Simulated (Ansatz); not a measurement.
# WS2: response to strain, part 2 of 2

WS2 is deformed so: equal xx and yy strain of +2 %. What stress and forces result, by LAPW, PAW and all-electron datasets made for the crystal?

Ansatz 0.2.0; DFT LDA; a database cell (COD). «Crystal datasets» are all-electron PAW datasets made for this crystal.

**5. Datasets made for this crystal**

input.yaml

```yaml
crystal:
  lattice:
    - [1.610580392, 0.9298690228, 6.16333]
    - [-1.610580392, 0.9298690228, 6.16333]
    - [0.0, -1.8597380457, 6.16333]
  atoms:
    - { symbol: W, position: [0.0, 0.0, 0.0] }
    - { symbol: S, position: [0.7503, 0.7503, 0.7503] }
    - { symbol: S, position: [0.581, 0.581, 0.581] }
kpoints:
  mp_grid: { grid: [13, 13, 13] }
scf:
  occupations: { method: fermi_dirac, width: 0.08 }
hamiltonian:
  xc: lda
  pseudopotentials: { kind: all_electron, datasets: crystal }
output:
  forces: true
  stress: true
  eigenvalues: true
  efg: { contact_densities: true }
```

Launch:

```sh
$ ansatz run input.yaml --threads 1 --pin off --max-ram 6144MiB --backend cpu --events-out ev --progress --plain --runs-dir out
```

The program printed:

```text
basis.fft_grid_basis auto: the FFT boxes are laid along the combinations [[1, 0, -1], [0, 1, -1], [0, 0, 1]] of the cell's own vectors, 3.221, 3.221 and 6.438 Å long. The dense box has 20×20×40 points. Along the cell's own vectors, as sized, it would have 40×40×40, 4.00 times as many. Of the 6 symmetry operations that the crystal satisfies within crystal.symmetry.tolerance (time reversal apart; of a slab, those that keep its plane) the dense box along the cell's own vectors carries 6, and the one as laid loses 4 of those. basis.fft_grid_basis: typed keeps the cell's own vectors: state it where this run's energies or levels are differenced outside the engine with another run's, or held beside a run that keeps those vectors.
hamiltonian.pseudopotentials.datasets: crystal makes datasets for this crystal and solves the spheres of its atoms anew in each pass: cutoff 340.0 eV, the density's 1360.0 eV; for an error of 0.50 meV an atom under PBE, 1.5 meV for the cell; an energy difference from a run of another recipe may be off by several times the error for the cell, under r2SCAN by more, where some 0.1 meV an atom stays at smaller errors; S in spheres of 1.080 Å, 6 of its electrons in bands; W in spheres of 1.334 Å, 6 of its electrons in bands, 22 on its site; only band paths and densities of states list, in semicore columns, the levels of the semicore shells that are solved separately: 4f of W, 5s of W, 5p of W
band count auto-derived: 15 (N_el = 18.0; filled up to band 9; 13 by the electrons, moments and atoms)
W: output.efg is read without spin–orbit coupling, which moves field gradients at and beside such atoms by some per cent and up to a factor of two; PAW files take it under magnetization.noncollinear and magnetization.spin_orbit
Engine: ansatz 0.2.0
Pseudopotentials: kind: all_electron
Pseudopotential: W, paw, valence charge 28, recommended cutoff 340 eV (normal), Koelling and Harmon's equation, gaussian nucleus
Pseudopotential: S, paw, valence charge 6, recommended cutoff 340 eV (normal), Koelling and Harmon's equation, gaussian nucleus
Functional definition: SPW92
  exchange = slater_x
  correlation = pw_c
Crystal: 3 atoms, lattice volume = 55.382 Å³
Basis set: ecut = 340 eV, 793 PW (Γ), FFT grids on a1−a3, a2−a3, a3
Bands: 15, of which v1, the nominal top of the filled ones, is band 9 counted from 1 (8 counted from 0)
Symmetry: 6 space group operations
Space group: R3m (ITA 160), of the structure as read, at distance tolerance 3.8e-5 Å
k-points: 231 of 2197 (time reversal used)
Non-local potential: W, projectors of the file, l = 0: 1, l = 1: 1, l = 2: 2
Non-local potential: S, projectors of the file, l = 0: 1, l = 1: 1, l = 2: 2
PAW form: soft (Blöchl's): semilocal exchange-correlation on the pseudo side does not see the compensation charge
PAW one-centre angular grid: W, 590 points (default); XC on its mesh's 1811 points in the sphere
PAW one-centre angular grid: S, 110 points (default); XC on its mesh's 1909 points in the sphere
Initial density: superposition of atomic densities (neutral atoms: chi_scale 0, normalization atom)
Initial wavefunctions: pseudopotential atomic-orbital guess
Functional: x = slater, c = lda
iter 1 solved again at ethr=2.95e-2 eV; its pass at ethr=1.00e-1 eV (dr2=5.32e0 eV) is discarded
SCF iter   1: F=—  HF=-460611.984559 eV  |F-HF|=—  |Δ(HF+E_count)|=         —  Δρ=8.20e-2  dr2=5.93e0  ethr=2.95e-2  ⟨swp⟩=2.0  Hψ=20075  notcnv=0
preconditioner: auto → none  [insulator: Δε(μ)=0.842 eV  Ē_g=10.491 eV  σ=0.080 eV  W_gap=0.98  n_scr=4 (ndim 8)  ℏωp=21.2 eV  f_vac=0.000  D(μ)=0.00/eV (n_scr^D=0)  ε∞_Penn≈5.1]
SCF iter   2: F=—  HF=-460612.151478 eV  |F-HF|=—  |Δ(HF+E_count)|=   1.67e-1  Δρ=7.54e-2  dr2=1.05e1  ethr=2.95e-2  ⟨swp⟩=3.8  Hψ=10369  notcnv=0  defer=9
SCF iter   3: F=—  HF=-460610.755901 eV  |F-HF|=—  |Δ(HF+E_count)|=    1.40e0  Δρ=3.16e-2  dr2=1.26e0  ethr=2.95e-2  ⟨swp⟩=3.4  Hψ=9039  notcnv=0  defer=6
iter 4 solved again at ethr=2.92e-4 eV; its pass at ethr=6.99e-3 eV (dr2=5.26e-2 eV) is discarded
SCF iter   4: F=—  HF=-460610.544421 eV  |F-HF|=—  |Δ(HF+E_count)|=   2.11e-1  Δρ=8.84e-3  dr2=4.85e-2  ethr=2.92e-4  ⟨swp⟩=3.6  Hψ=16690  notcnv=0  defer=61
SCF iter   5: F=—  HF=-460610.532603 eV  |F-HF|=—  |Δ(HF+E_count)|=   1.18e-2  Δρ=1.95e-3  dr2=6.13e-3  ethr=2.69e-4  ⟨swp⟩=3.2  Hψ=7913  notcnv=0  defer=25
SCF iter   6: F=—  HF=-460610.532036 eV  |F-HF|=—  |Δ(HF+E_count)|=   5.66e-4  Δρ=9.73e-4  dr2=1.12e-3  ethr=3.41e-5  ⟨swp⟩=2.9  Hψ=5952  notcnv=0  defer=6
SCF iter   7: F=—  HF=-460610.531735 eV  |F-HF|=—  |Δ(HF+E_count)|=   3.01e-4  Δρ=2.89e-4  dr2=1.16e-4  ethr=6.22e-6  ⟨swp⟩=2.5  Hψ=7351  notcnv=0  defer=4
SCF iter   8: F=—  HF=-460610.531700 eV  |F-HF|=—  |Δ(HF+E_count)|=   3.57e-5  Δρ=1.30e-4  dr2=2.00e-5  ethr=6.43e-7  ⟨swp⟩=2.9  Hψ=5965  notcnv=0  defer=1
SCF iter   9: F=—  HF=-460610.531697 eV  |F-HF|=—  |Δ(HF+E_count)|=   2.78e-6  Δρ=5.80e-5  dr2=4.69e-6  ethr=1.11e-7  ⟨swp⟩=3.0  Hψ=5833  notcnv=0
SCF iter  10: F=—  HF=-460610.531696 eV  |F-HF|=—  |Δ(HF+E_count)|=   7.50e-7  Δρ=2.03e-5  dr2=5.31e-7  ethr=2.61e-8  ⟨swp⟩=2.0  Hψ=5561  notcnv=0
SCF iter  11: F=-460610.531696 eV  HF=-460610.531696 eV  |F-HF|=7.18e-8  |Δ(HF+E_count)|=   7.61e-8  Δρ=7.68e-6  dr2=8.04e-8  ethr=2.95e-9  ⟨swp⟩=2.4  Hψ=5646  notcnv=0
SCF 1 converged in 11 iterations: F = -460610.531695 eV  dr2 = 8.04e-8
  Residual-converged pass: ⟨swp⟩=4.1  Hψ=9353  notcnv=0  max |occ|·‖R‖ = 6.4e-6 eV (tolerance 6.5e-6 eV)  dr2=7.39e-8  dr2_onsite=1.92e-8  max |Δocc| = 6.6e-8
SCF converged after 11 iterations
Free energy (F): -460610.531695 eV
Harris-Foulkes:  -460610.531695 eV  (|F-HF|=7.18e-8)
Internal energy: -460610.531635 eV  (E = F + TS)
E sigma→0 (E₀):  -460610.531665 eV
Entropy (-TS):   -0.000060 eV (-0.020 meV/atom)
Past the cutoff: the bands carry plane waves up to 1.75 times it, of which those up to 1.5 times it add -0.000133 eV an atom, each by itself; the spheres take 0.000065 eV an atom off the energy for waves past 1.75 times it
By the cutoff:   a pressure is off by up to 0.005 GPa (1.2 times the spheres' own share and the shells' term, over an atom's volume, and 0.004 GPa: a bound that held against runs at twice the plane waves)
Past the cutoffs: a stress includes 0.0007 GPa for waves and charges beyond them, in addition to the slope of what the spheres take
In the spheres:  the bands' charges fall short by 6.8e-7 e at most (sound up to 1e-3), those of shells solved beside the bands by 7.5e-7 e (sound up to 5e-4)
Fermi energy:    13.777897 eV
--- Per-component energies (eV) ---
  The terms above E_closure are by the made datasets' own strengths, without shells solved beside the bands.
--- Forces (eV/Å), atoms counted from 1 ---
  atom   1  W      0.00000000     0.00000000    -0.53151432
  atom   2  S      0.00000000     0.00000000    -0.41167389
  atom   3  S      0.00000000    -0.00000000     0.94314791
  max |Σ_I F_I| component: 4.03e-5 eV/Å
--- Stress (GPa, compression-positive) ---
      -10.341957       0.000000      -0.000000
        0.000000     -10.341957      -0.000000
       -0.000000      -0.000000      -7.099006
  P = ⅓ Tr σ = -9.2610 GPa (-92.610 kbar)
  It holds what live shells' own plane waves past their cutoff add
--- PAW observables at the nuclei: V_zz in 10²¹ V/m², potentials from the cell's mean, atoms counted from 1 ---
  atom   1  W  V_zz =   -17.750977   η = 0.0000   by run symmetry: allowed
            electrostatic potential = -14799.365244 V   contact ρ = 8784001.133613 e/Å³
  atom   2  S  V_zz =    -5.110476   η = 0.0000   by run symmetry: allowed
            electrostatic potential = -1634.781737 V   contact ρ = 19624.906350 e/Å³
  atom   3  S  V_zz =    -4.363244   η = 0.0000   by run symmetry: allowed
            electrostatic potential = -1634.767305 V   contact ρ = 19625.462100 e/Å³
--- Band table (eV; the first three rows and the last of 231) ---
  k-point 0: bands = ["-1.9984", "-0.0519", "5.9334", "9.8080", "9.8080", "10.9934", "10.9934", "11.9665", "12.3049", "15.3564", "15.3564", "15.7251", "15.7251"]
  k-point 1: bands = ["-1.9037", "-0.0257", "6.0520", "9.5627", "9.9001", "10.6681", "10.8451", "12.0120", "12.3529", "15.2694", "15.4722", "15.4832", "15.6911"]
  k-point 2: bands = ["-1.6312", "0.0495", "6.3813", "8.9723", "10.0250", "10.1500", "10.4969", "11.9241", "12.2789", "14.8590", "15.4135", "15.4978", "15.9808"]
  k-point 230: bands = ["-1.6771", "-0.4449", "7.1101", "9.4820", "9.5608", "9.8807", "10.8818", "11.0668", "13.2078", "15.3628", "15.4531", "15.5432", "15.6793"]
```

It took 75 s on 1 thread of Arm Neoverse V2, shared host; peak memory 1.4 GiB.

This run gives: pressure -9.26 GPa; gap on the k mesh 0.97 eV (an odd mesh misses the zone boundary); largest force 0.943 eV/Å; Vzz W1 -17.75 (η = 0.00), S2 -5.11 (η = 0.00), S3 -4.36 (η = 0.00) (10²¹ V/m²).

**6. Side by side**

Stress (GPa, compression positive):

| method | xx | yy | zz | yz | xz | xy |
| --- | --- | --- | --- | --- | --- | --- |
| LAPW | -10.34 | -10.34 | -7.10 | 0.00 | 0.00 | 0.00 |
| PAW | -10.40 | -10.40 | -7.13 | 0.00 | 0.00 | 0.00 |
| crystal datasets | -10.34 | -10.34 | -7.10 | 0.00 | 0.00 | 0.00 |

Forces (eV/Å):

| atom | LAPW x | LAPW y | LAPW z | PAW x | PAW y | PAW z | crystal datasets x | crystal datasets y | crystal datasets z |
| --- | --- | --- | --- | --- | --- | --- | --- | --- | --- |
| W1 | 0.000 | 0.000 | -0.532 | 0.000 | 0.000 | -0.532 | 0.000 | 0.000 | -0.532 |
| S2 | 0.000 | 0.000 | -0.412 | 0.000 | 0.000 | -0.415 | 0.000 | 0.000 | -0.412 |
| S3 | 0.000 | 0.000 | 0.943 | 0.000 | 0.000 | 0.946 | 0.000 | 0.000 | 0.943 |

| method | pressure (GPa) | gap on the k mesh (eV) | largest force (eV/Å) | Vzz W1 (10²¹ V/m²) | Vzz S2 (10²¹ V/m²) | Vzz S3 (10²¹ V/m²) | SCF cycles, all passes |
| --- | --- | --- | --- | --- | --- | --- | --- |
| LAPW | -9.26 | 0.97 | 0.943 | – | – | – | 9 |
| PAW | -9.31 | 0.97 | 0.946 | -17.99 | -5.10 | -4.36 | 8 |
| crystal datasets | -9.26 | 0.97 | 0.943 | -17.75 | -5.11 | -4.36 | 11 |

**7. Outcome**

This closing draws on all 2 parts.

| quantity | value |
| --- | --- |
| pressure | LAPW -9.26, PAW -9.31, crystal datasets -9.26 GPa |
| largest shear or deviatoric stress (LAPW) | 2.16 GPa |

What this shows: The largest part of the stress beyond the pressure is 2.16 GPa in size, in the zz component; the atoms are carried along and not relaxed. No run of the undeformed cell stands beside it, so the pressure holds what the given cell had before the change. PAW: stress within 0.06 GPa of LAPW, forces within 3 meV/Å. Crystal datasets: stress within 0.01 GPa of LAPW, forces within 1 meV/Å. Spin-orbit coupling is left out, though the cell holds W; in elements this heavy it can shift bands and gaps by tenths of an eV.
